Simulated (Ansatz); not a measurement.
Here is an Ansatz 0.2.0 calculation.

File input.yaml:

```yaml
crystal:
  lattice:
    - [0.0, 2.72525, 2.72525]
    - [2.72525, 0.0, 2.72525]
    - [2.72525, 2.72525, 0.0]
  atoms:
    - { symbol: Ga, position: [0.0, 0.0, 0.0] }
    - { symbol: P, position: [0.75, 0.75, 0.75] }
hamiltonian:
  xc: rpbe
  pseudopotentials: { kind: paw }
kpoints:
  mp_grid: { grid: [8, 8, 8] }
  band_path:
    path:
      - [[0.0, 0.0, 0.0], [0.5, 0.0, 0.5], [0.5, 0.25, 0.75], [0.375, 0.375, 0.75], [0.0, 0.0, 0.0], [0.5, 0.5, 0.5], [0.625, 0.25, 0.625], [0.5, 0.25, 0.75], [0.5, 0.5, 0.5], [0.375, 0.375, 0.75]]
      - [[0.625, 0.25, 0.625], [0.5, 0.0, 0.5]]
    npoints: 14
scf:
  occupations: { method: fermi_dirac, width: 0.05 }
  n_extra_bands: 6
output:
  forces: true
  stress: true
  eigenvalues: true
  fatbands: false
```

Potentials or basis: Ansatz PAW.

Run with:

```sh
$ ansatz run input.yaml --threads 2 --pin off --max-ram 5632MiB --backend cpu --events-out ev --progress --plain --runs-dir out
```

Problem. Estimate the band gap on the k mesh.

Solution. 1.73 eV, indirect (least direct gap 1.96 eV).

Problem. Predict the band gap along the path.

Solution. 1.69 eV, indirect (least direct gap 1.96 eV).

Problem. What does it give for the pressure?

Solution. 4.6 GPa.

Levels at the corners of the path, in eV from the valence-band top:
| point | band 5 | band 6 | band 7 | band 8 | band 9 | band 10 | band 11 | band 12 | band 13 | band 14 |
| --- | --- | --- | --- | --- | --- | --- | --- | --- | --- | --- |
| Γ | -14.40 | -12.47 | 0.00 | 0.00 | 0.00 | 1.96 | 3.92 | 3.92 | 3.92 | 9.04 |
| X | -14.38 | -9.51 | -6.71 | -2.67 | -2.67 | 1.76 | 1.91 | 10.64 | 10.64 | 11.33 |
| W | -14.40 | -9.42 | -6.51 | -3.55 | -3.39 | 4.78 | 4.91 | 6.17 | 6.23 | 11.69 |
| K | -14.39 | -9.55 | -6.50 | -3.90 | -2.24 | 2.28 | 4.87 | 8.27 | 8.34 | 9.40 |
| Γ | -14.40 | -12.47 | 0.00 | 0.00 | 0.00 | 1.96 | 3.92 | 3.92 | 3.92 | 9.04 |
| L | -14.40 | -10.41 | -6.59 | -1.11 | -1.11 | 1.77 | 4.75 | 4.75 | 8.45 | 11.05 |
| U | -14.39 | -9.55 | -6.50 | -3.90 | -2.24 | 2.28 | 4.87 | 8.27 | 8.34 | 9.40 |
| W | -14.40 | -9.42 | -6.51 | -3.55 | -3.39 | 4.78 | 4.91 | 6.17 | 6.23 | 11.69 |
| L | -14.40 | -10.41 | -6.59 | -1.11 | -1.11 | 1.77 | 4.75 | 4.75 | 8.45 | 11.05 |
| K | -14.39 | -9.55 | -6.50 | -3.90 | -2.24 | 2.28 | 4.87 | 8.27 | 8.34 | 9.40 |
| U | -14.39 | -9.55 | -6.50 | -3.90 | -2.24 | 2.28 | 4.87 | 8.27 | 8.34 | 9.40 |
| X | -14.38 | -9.51 | -6.71 | -2.67 | -2.67 | 1.76 | 1.91 | 10.64 | 10.64 | 11.33 |

Caveat: the PAW data sets come from PBE, with cores solved anew for the run's functional, which leaves a small shift of forces and pressure.

**What was measured.**

From “Stacking defects in GaP nanowires: Electronic structure and optical properties”, 2018, arxiv:1810.01194, for a bulk crystal of GaP at 10 K: band gap 2.34 eV (indirect).

A measured gap of GaP is 2.34 eV (indirect; 10 K; quoted in “Stacking defects in GaP nanowires: Electronic structure and optical properties”, 2018, arxiv:1810.01194); the calculated 1.69 eV misses it by -0.65 eV. Spin-orbit coupling on Ga is left out. The value is that of RPBE, without temperature or zero-point motion. Semilocal functionals fall short of measured gaps as a rule.
